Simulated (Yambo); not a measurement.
Input of a Yambo 5.3.0 run:

File optics6.in:

```
optics
chi
Chimod= "IP"
% BndsRnXd
 1 | 53 |
%
% LongDrXd
 0 | 0 | 1 |
%
% QpntsRXd
 1 | 1 |
%
% EnRngeXd
 0 | 30 | eV
%
% DmRngeXd
 0.3 | 0.3 | eV
%
ETStpsXd= 300
```

scf.in

```
&CONTROL
  calculation = 'scf'
  prefix = 'pwscf'
  outdir = './tmp'
  pseudo_dir = './pseudo'
/
&SYSTEM
  ibrav = 0
  nat = 3
  ntyp = 2
  ecutwfc = 58
  nbnd = 19
  occupations = 'smearing'
  smearing = 'fd'
  degauss = 0.00367493
  force_symmorphic = .true.
/
&ELECTRONS
  conv_thr = 6d-10
  electron_maxstep = 120
  mixing_beta = 0.5
/
ATOMIC_SPECIES
Ta   180.9479 Ta.upf
S     32.0600 S.upf
CELL_PARAMETERS angstrom
   3.3500000000    0.0000000000    0.0000000000
  -1.6750000000    2.9011851027    0.0000000000
   0.0000000000    0.0000000000    5.8600000000
ATOMIC_POSITIONS crystal
Ta     0.0000000000    0.0000000000    0.0000000000
S      0.6666666667    0.3333333333    0.7500000000
S      0.3333333333    0.6666666667    0.2500000000
K_POINTS automatic
12 12 6 0 0 0
```

Contents of nscf.in:

```
&CONTROL
  calculation = 'nscf'
  prefix = 'pwscf'
  outdir = './tmp'
  pseudo_dir = './pseudo'
/
&SYSTEM
  ibrav = 0
  nat = 3
  ntyp = 2
  ecutwfc = 58
  nbnd = 133
  occupations = 'smearing'
  smearing = 'fd'
  degauss = 0.00367493
  force_symmorphic = .true.
/
&ELECTRONS
  conv_thr = 1d-08
  diago_full_acc = .true.
  diago_thr_init = 1d-06
/
ATOMIC_SPECIES
Ta   180.9479 Ta.upf
S     32.0600 S.upf
CELL_PARAMETERS angstrom
   3.3500000000    0.0000000000    0.0000000000
  -1.6750000000    2.9011851027    0.0000000000
   0.0000000000    0.0000000000    5.8600000000
ATOMIC_POSITIONS crystal
Ta     0.0000000000    0.0000000000    0.0000000000
S      0.6666666667    0.3333333333    0.7500000000
S      0.3333333333    0.6666666667    0.2500000000
K_POINTS automatic
3 3 2 0 0 0
```

Potentials or basis: PseudoDojo 0.4.1 SR PBEsol standard.

Command:

```bash
$ OMP_NUM_THREADS=1 pw.x -in scf.in > scf.out
$ OMP_NUM_THREADS=1 pw.x -in nscf.in > nscf.out
$ cd tmp/pwscf.save; p2y; mv SAVE ../..; cd ../..
$ OMP_NUM_THREADS=1 yambo
$ OMP_NUM_THREADS=1 yambo -F optics6.in -J optics6 -C optics6_out
```

**Question.** What does it give for the band gap on the k mesh, mean-field level?

**Answer.** None (metal or under the smearing width).

Energy-loss function:
```json
{"energy (eV)": "0.0", "loss": "0.000"}
{"energy (eV)": "1.3", "loss": "0.025"}
{"energy (eV)": "2.6", "loss": "0.052"}
{"energy (eV)": "3.9", "loss": "0.018"}
{"energy (eV)": "5.2", "loss": "0.073"}
{"energy (eV)": "6.5", "loss": "0.054"}
{"energy (eV)": "7.8", "loss": "0.141"}
{"energy (eV)": "9.1", "loss": "0.109"}
{"energy (eV)": "10.4", "loss": "0.260"}
{"energy (eV)": "11.7", "loss": "0.236"}
{"energy (eV)": "13.0", "loss": "0.416"}
{"energy (eV)": "14.3", "loss": "0.292"}
{"energy (eV)": "15.7", "loss": "0.385"}
{"energy (eV)": "17.0", "loss": "0.509"}
{"energy (eV)": "18.3", "loss": "0.805"}
{"energy (eV)": "19.6", "loss": "1.101"}
{"energy (eV)": "20.9", "loss": "3.373"}
{"energy (eV)": "22.2", "loss": "3.513"}
{"energy (eV)": "23.5", "loss": "1.551"}
{"energy (eV)": "24.8", "loss": "0.989"}
{"energy (eV)": "26.1", "loss": "0.820"}
{"energy (eV)": "27.4", "loss": "0.562"}
{"energy (eV)": "28.7", "loss": "0.326"}
{"energy (eV)": "30.0", "loss": "0.146"}
```

Caveat: the k mesh is coarse (spacing up to 0.72 Å⁻¹), so the values aren't converged; the intraband (Drude) term of the metal is left out; the ground state has no gap, which makes the many-body step unreliable; spectra need much finer meshes, so this one isn't converged; independent-particle spectra lack excitons. The run has no spin-orbit coupling, so splittings on Ta are missing.
